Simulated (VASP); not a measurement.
# Sb (P6_3/mmc) in VASP: single point with PBE

Aim: the single point of Sb with PBE.

Everything below comes from runs of VASP 6.6.1. Logs are shortened: lines on timing, memory, paths and dates and some standing lists are left out, and cuts for length are marked.

**1. The undisturbed crystal**

Symmetry: P6_3/mmc, No. 194, hexagonal system. The conventional cell has a = 3.457 Å, b = 3.457 Å, c = 5.304 Å, α = 90.00°, β = 90.00°, γ = 120.00°. Sb (site symmetry -6m2) has 12 Sb at 3.32 to 3.46 Å as nearest neighbours.

This isn't the form of Sb at room conditions, which is rhombohedral.

**2. Single point, PBE (volume scaled by 1.06)**

INCAR

```
PREC     = Accurate       # precision mode
ENCUT    = 520            # plane-wave cutoff, eV
EDIFF    = 1E-6           # SCF threshold, eV
ISMEAR   = -1             # smearing method
SIGMA    = 0.05           # smearing width, eV
LREAL    = False          # projectors in reciprocal space
LASPH    = True           # aspherical terms in the spheres
NELM     = 100            # most SCF steps
ALGO     = Normal         # electronic algorithm
ISIF     = 2              # what is computed and relaxed
LWAVE    = False          # write WAVECAR
LCHARG   = True           # write CHGCAR
GGA      = PE             # functional
LELF     = True           # ELF
LVHAR    = True         
NBANDS   = 12             # bands
```

KPOINTS

```
regular mesh
0
Gamma
  13 13 7
```

POSCAR

```
Sb
1.0
    3.5243328610      0.0000000000      0.0000000000
   -1.7621664305      3.0521617890      0.0000000000
    0.0000000000      0.0000000000      5.4079684495
Sb
2
Direct
    0.3333333333      0.6666666667      0.2500000000
    0.6666666667      0.3333333333      0.7500000000
```

Potentials or basis: VASP PAW PBE potentials, release 64 (Sb).

On the command line:

```
$ cat potpaw_PBE.64/Sb/POTCAR > POTCAR
$ mpirun -np 1 vasp_std > vasp.out
```

OUTCAR:

```text
PREC = Accurate
   ENCUT = 520
   EDIFF = 1E-6
   ISMEAR = -1
   LREAL = False
   LASPH = True
   NELM = 100
   ISIF = 2
   GGA = PE

 ion  position               nearest neighbor table
   1  0.333  0.667  0.250-   2 3.38   2 3.38   2 3.38   2 3.38   2 3.38   2 3.38
   2  0.667  0.333  0.750-   1 3.38   1 3.38   1 3.38   1 3.38   1 3.38   1 3.38

  LATTYP: Found a hexagonal cell.
 ALAT       =     3.5243328610
 C/A-ratio  =     1.5344658586

  Lattice vectors:

 A1 = (   3.5243328610,   0.0000000000,   0.0000000000)
 A2 = (  -1.7621664305,   3.0521617890,   0.0000000000)
 A3 = (   0.0000000000,   0.0000000000,   5.4079684495)

Analysis of symmetry for initial positions (statically):
=====================================================================
 Subroutine PRICEL returns:
 Original cell was already a primitive cell.

 Routine SETGRP: Setting up the symmetry group for a
 hexagonal supercell.

 Subroutine GETGRP returns: Found 24 space group operations
 (whereof 12 operations were pure point group operations)
 out of a pool of 24 trial point group operations.

The static configuration has the point symmetry D_3d.
 The point group associated with its full space group is D_6h.

Analysis of symmetry for dynamics (positions and initial velocities):
=====================================================================
 Subroutine PRICEL returns:
 Original cell was already a primitive cell.

 Routine SETGRP: Setting up the symmetry group for a
 hexagonal supercell.

 Subroutine GETGRP returns: Found 24 space group operations
 (whereof 12 operations were pure point group operations)
 out of a pool of 24 trial point group operations.

The dynamic configuration has the point symmetry D_3d.
 The point group associated with its full space group is D_6h.

 Subroutine INISYM returns: Found 24 space group operations
 (whereof 12 operations are pure point group operations),
 and found     1 'primitive' translations

----------------------------------------------------------------------------------------

                                     Primitive cell

  volume of cell :      58.1726

  direct lattice vectors                    reciprocal lattice vectors
     3.524332861  0.000000000  0.000000000     0.283741644  0.163818315  0.000000000
    -1.762166430  3.052161789  0.000000000     0.000000000  0.327636629  0.000000000
     0.000000000  0.000000000  5.407968450     0.000000000  0.000000000  0.184912321

  length of vectors
     3.524332861  3.524332861  5.407968450     0.327636629  0.327636629  0.184912321

  position of ions in fractional coordinates (direct lattice)
     0.333333333  0.666666667  0.250000000
     0.666666667  0.333333333  0.750000000

  ion indices of the primitive-cell ions
   primitive index   ion index
                 1           1
                 2           2

----------------------------------------------------------------------------------------

 KPOINTS: regular mesh

Automatic generation of k-mesh.
 Grid dimensions read from file:
 generate k-points for:   13   13    7

 Generating k-lattice:

  Cartesian coordinates                     Fractional coordinates (reciprocal lattice)
     0.021826280  0.012601409  0.000000000     0.076923077  0.000000000  0.000000000
     0.000000000  0.025202818  0.000000000     0.000000000  0.076923077  0.000000000
     0.000000000  0.000000000  0.026416046     0.000000000  0.000000000  0.142857143

  Length of vectors
     0.025202818  0.025202818  0.026416046

  Shift w.r.t. Gamma in fractional coordinates (k-lattice)
     0.000000000  0.000000000  0.000000000

 Subroutine IBZKPT returns following result:
 ===========================================

 Found     84 irreducible k-points:

 Following reciprocal coordinates:
            Coordinates               Weight
  0.000000  0.000000  0.000000      1.000000
  0.076923 -0.000000  0.000000      6.000000
  0.153846  0.000000  0.000000      6.000000
  0.230769 -0.000000  0.000000      6.000000
  0.307692  0.000000  0.000000      6.000000
  0.384615  0.000000  0.000000      6.000000
[... 16 lines left out ...]
  0.076923 -0.000000  0.142857     12.000000
  0.153846  0.000000  0.142857     12.000000
 [... further k-points ...]
   k-points           NKPTS =     84   k-points in BZ     NKDIM =     84   number of bands    NBANDS=     12
   number of dos      NEDOS =    301   number of ions     NIONS =      2
   total plane-waves  NPLWV =  31360
   dimension x,y,z NGX =    28 NGY =   28 NGZ =   40
   dimension x,y,z NGXF=    56 NGYF=   56 NGZF=   80
   ions per type =               2
   NGX,Y,Z   is equivalent  to a cutoff of  13.21, 13.21, 12.30 a.u.
   NGXF,Y,Z  is equivalent  to a cutoff of  26.42, 26.42, 24.59 a.u.
 SYSTEM =  unknown system
   PREC   = accura    normal or accurate (medium, high low for compatibility)
   ISTART =      0    job   : 0-new  1-cont  2-samecut
   ICHARG =      2    charge: 1-file 2-atom 10-const
   ISPIN  =      1    spin polarized calculation?
   LNONCOLLINEAR =      F non collinear calculations
   LSORBIT =      F    spin-orbit coupling
   LASPH  =      T    aspherical Exc in radial PAW
   ENCUT  =  520.0 eV  38.22 Ry    6.18 a.u.   6.55  6.55 10.06*2*pi/ulx,y,z
   NELM   =    100;   NELMIN=  2; NELMDL= -5     # of ELM steps
   EDIFF  = 0.1E-05   stopping-criterion for ELM
   LREAL  =      F    real-space projection
   EDIFFG = 0.1E-04   stopping-criterion for IOM
   NSW    =      0    number of steps for IOM
   IBRION =     -1    ionic relax: 0-MD 1-quasi-New 2-CG
   NFREE  =      0    steps in history (QN), initial steepest desc. (CG)
   ISIF   =      2    stress and relaxation
   ISYM   =      2    0-nonsym 1-usesym 2-fastsym
   POTIM  = 0.5000    time-step for ionic-motion
   TEBEG  =    0.0;   TEEND  =   0.0 temperature during run
   PSTRESS=    0.0 pullay stress
   NELECT =      10.0000    total number of electrons
   NUPDOWN=      -1.0000    fix difference up-down
   EMIN   =  10.00;   EMAX   =-10.00  energy-range for DOS
   EFERMI =   0.00;   METHOD = LEGACY
   ISMEAR =    -1;   SIGMA  =   0.05  broadening in eV -4-tet -1-fermi 0-gaus
   EFERMI_NEDOS =   21; number of points for ismear=-14 and -15
   IALGO  =     38    algorithm
   IMIX   =      4    mixing-type and parameters
     AMIX     =   0.40;   BMIX     =  1.00
     AMIX_MAG =   1.60;   BMIX_MAG =  1.00
  volume/ion in A,a.u.               =      29.09       196.28
  Fermi-wavevector in a.u.,A,eV,Ry     =   0.910267  1.720155 11.273588  0.828585
  Thomas-Fermi vector in A             =   2.034409
   LORBIT       =      0    0 simple, 1 ext, 2 COOP (PROOUT), +10 PAW based schemes
   GGA     = PE    functional components
   LHFCALC =     F    Hartree Fock is set to
   AEXX    =    0.0000 exact exchange contribution
   IVDW    =     0    specifies the selected vdW correction
   LEPSILON=     F    determine dielectric tensor
   LRPA    =     F    only Hartree local field effects (RPA)
 non-spin polarized calculation
  energy-cutoff  :      520.00
  volume of cell :       58.17
 maximum number of plane-waves:      1610
 NGX is ok and might be reduce to    28
   NGX = 13   NGY = 13   NGZ = 21

 number of electron      10.0000000 magnetization

 number of electron       9.9999999 magnetization

 Free energy of the ion-electron system (eV)
  ---------------------------------------------------
  ext. energy  EPLUGINS =         0.00000000
  ---------------------------------------------------
  free energy    TOTEN  =        -7.69486694 eV

  energy without entropy =       -7.68354042  energy(sigma->0) =       -7.68920368

 E-fermi :   7.5529     XC(G=0):  -9.8952

 val. band max:        7.5375819514   @ k =   0.3077   0.0769   0.1429
 cond. band min:       7.5747708182   @ k =   0.2308   0.2308   0.0000
 fundamental gap:      0.0371888668
 Fermi energy:         7.5529326514

 k-point     1 :       0.0000    0.0000    0.0000
  band No.  band energies     occupation
      1      -4.8090      2.00000
      2      -0.9269      2.00000
      3       2.3179      2.00000
      4      10.1484      0.00000
      5      10.1484      0.00000
      6      11.8388      0.00000
      7      11.8388      0.00000
      8      13.0807      0.00000
      9      14.1522      0.00000
     10      16.0155      0.00000
     11      16.9012      0.00000
     12      16.9012      0.00000

 k-point     2 :       0.0769   -0.0000    0.0000
  band No.  band energies     occupation
      1      -4.7176      2.00000
      2      -0.8557      2.00000
      3       2.4145      2.00000
      4       9.2701      0.00000
      5       9.8325      0.00000
      6      11.3689      0.00000
      7      11.9401      0.00000
      8      12.8695      0.00000
      9      14.6902      0.00000
     10      15.6775      0.00000
     11      16.9455      0.00000
     12      17.4476      0.00000

 k-point     3 :       0.1538    0.0000    0.0000
  band No.  band energies     occupation
      1      -4.4452      2.00000
      2      -0.6514      2.00000
      3       2.7024      2.00000
      4       7.6274      0.36798
      5       9.2038      0.00000
      6      10.2416      0.00000
      7      11.9338      0.00000
      8      12.2122      0.00000
      9      14.1226      0.00000
     10      16.4292      0.00000
     11      16.7943      0.00000
     12      17.3919      0.00000
[... 286 lines left out ...]
 k-point    23 :       0.0769   -0.0000    0.1429
  band No.  band energies     occupation
      1      -4.6141      2.00000
      2      -1.3428      2.00000
      3       3.1016      2.00000
      4       9.3608      0.00000
      5       9.9181      0.00000
      6      11.1878      0.00000
      7      11.8168      0.00000
      8      12.2126      0.00000
      9      14.7285      0.00000
     10      15.6807      0.00000
     11      16.6851      0.00000
     12      16.9851      0.00000

 k-point    24 :       0.1538    0.0000    0.1429
  band No.  band energies     occupation
      1      -4.3423      2.00000
      2      -1.1177      2.00000
      3       3.3530      2.00000
      4       7.7404      0.04597
      5       9.2994      0.00000
      6       9.9422      0.00000
      7      11.7246      0.00000
      8      11.8700      0.00000
      9      14.1709      0.00000
     10      16.2912      0.00000
     11      16.5671      0.00000
     12      16.9103      0.00000

 [... further k-points ...]

------------------------ aborting loop because EDIFF is reached ----------------------------------------

  FORCE on cell =-STRESS in cart. coord.  units (eV):
  Direction    XX          YY          ZZ          XY          YZ          ZX
  --------------------------------------------------------------------------------------
  -------------------------------------------------------------------------------------
  Total       -1.1379777     -1.1379777     -1.1607988      0.0000000      0.0000000      0.0000000
  in kB      -31.3419281    -31.3419281    -31.9704609      0.0000000      0.0000000      0.0000000
  external PRESSURE =     -31.5514390 kB  Pullay stress =       0.0000000 kB

 VOLUME and BASIS-vectors are now :
 -----------------------------------------------------------------------------
  energy-cutoff  :      520.00
  volume of cell :       58.17
      direct lattice vectors                 reciprocal lattice vectors
     3.524332861  0.000000000  0.000000000     0.283741644  0.163818315  0.000000000
    -1.762166430  3.052161789  0.000000000     0.000000000  0.327636629  0.000000000
     0.000000000  0.000000000  5.407968450     0.000000000  0.000000000  0.184912321

 POSITION                                       TOTAL-FORCE (eV/Angst)
 -----------------------------------------------------------------------------------
     -0.00000      2.03477      1.35199        -0.000000     -0.000000      0.000000
      1.76217      1.01739      4.05598         0.000000      0.000000      0.000000
 -----------------------------------------------------------------------------------
    total drift:                               -0.000000      0.000000      0.000000

  FREE ENERGIE OF THE ION-ELECTRON SYSTEM (eV)
  ---------------------------------------------------
  free  energy   TOTEN  =        -7.6948669413 eV

  energy  without entropy=       -7.6835404173  energy(sigma->0) =       -7.68920368
```

Wall time 53 s (1 thread of Intel Xeon Platinum 8375C at 2.90GHz (Ice Lake), shared host); peak memory 0.2 GiB.

Results:

* Free energy: -7.6949 eV
* Pressure: -3.2 GPa
* Band gap on the k mesh: none (metal or under the smearing width)

Spin-orbit coupling is left out, which matters for the levels of Sb.
